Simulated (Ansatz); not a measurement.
## Zone-centre phonons of Li2Se at 2 GPa: input and output

Theory: DFT PBEsol, scalar-relativistic, plane waves, PAW (Ansatz).

Launched with:
```bash
ansatz run input.yaml --threads 1 --pin off --max-ram 1228MiB --backend cpu --events-out ev --progress --plain --runs-dir out
```

Input (bare energies are in eV):
```yaml
crystal:
  lattice:
    - [0.0, 2.9216804625, 2.9216804625]
    - [2.9216804625, 0.0, 2.9216804625]
    - [2.9216804625, 2.9216804625, 0.0]
  atoms:
    - { symbol: Li, position: [0.25, 0.25, 0.25] }
    - { symbol: Li, position: [0.75, 0.75, 0.75] }
    - { symbol: Se, position: [0.0, 0.0, 0.0] }
basis:
  ecutwfc: 420
kpoints:
  mp_grid: { grid: [8, 8, 8] }
hamiltonian:
  xc: pbesol
scf:
  occupations: { method: fixed }
output:
  eigenvalues: true
phonons:
  method: dfpt
  dielectric: true
  rigid_motions: translations
  eigenvectors: true
```

Results section of the output:
```
--- Phonons (Γ-DFPT): 2 representative perturbations + reference, on 95 of 512 k-points (Σ response iterations 6) ---
  k mesh reduced under 4 symmetry operations, with k and −k counted as one. Each operation leaves every solved perturbation unchanged. A smaller set is not considered because the run solves the response ...
  ASR residual: 3.939e-5 → 0.000e0 eV/Å²; symmetrization residual: 2.941e-7 eV/Å²
  ASR residual per site (eV/Å²): 7.64e-7 7.64e-7 3.94e-5
  Γ frequencies (cm⁻¹): 0.00 0.00 0.00 312.91 312.91 312.91 374.31 374.31 374.31
  ε∞ (high-frequency dielectric tensor):
        4.463006    -0.000000    -0.000000
       -0.000000     4.463006    -0.000000
       -0.000000    -0.000000     4.463006
  ε⁰ (static dielectric tensor: ions relaxed, cell fixed):
        7.342313    -0.000000    -0.000000
       -0.000000     7.342313     0.000000
       -0.000000     0.000000     7.342313
  ε⁰ − ε∞ (ionic part):
        2.879308    -0.000000    -0.000000
       -0.000000     2.879308     0.000000
       -0.000000     0.000000     2.879308
  softest optical mode at Γ: 312.91 cm⁻¹; the repairs (sum rule, projections) moved no ω² at Γ by more than (0.49 cm⁻¹)²
  Born effective charges Z* (e; rows j = field, columns β = displacement):
    site 0:
         0.91837   -0.00000   -0.00000
         0.00000    0.91837   -0.00000
        -0.00000   -0.00000    0.91837
    site 1:
         0.91837   -0.00000    0.00000
        -0.00000    0.91837   -0.00000
         0.00000   -0.00000    0.91837
    site 2:
        -1.83674    0.00000    0.00000
         0.00000   -1.83674    0.00000
         0.00000    0.00000   -1.83674
  Z* charge neutrality: 1.137e-4 e pre-enforcement
  solved inside a basis spanned on kpoints, on 8×8×8 k-points, its susceptibility summed on 12×12×12: ε∞ is read to err by 1.1e-2, Z* by 1.7e-2 e (field_mesh: kpoints solves on kpoints); Z* is corrected for ...
  optical modes at Γ without the LO–TO term, one row a degenerate level:
      ω (cm⁻¹) modes IR ((D/Å)²/amu)
        312.91      3            19.7791
        374.31      3             0.0000
  optical modes at Γ + LO–TO along q̂ = [1.0000, 0.0000, 0.0000]:
      ω (cm⁻¹) modes IR ((D/Å)²/amu)
        312.91      2            13.1861
        374.31      3             0.0000
        401.34      1             6.5930
  optical modes at Γ + LO–TO along q̂ = [0.0000, 1.0000, 0.0000]:
      ω (cm⁻¹) modes IR ((D/Å)²/amu)
        312.91      2            13.1861
        374.31      3             0.0000
        401.34      1             6.5930
  optical modes at Γ + LO–TO along q̂ = [0.0000, 0.0000, 1.0000]:
      ω (cm⁻¹) modes IR ((D/Å)²/amu)
        312.91      2            13.1861
        374.31      3             0.0000
        401.34      1             6.5930
```

Time: 110 s on 1 thread of Arm Neoverse N1, with other jobs on the host, peak memory 0.62 GiB.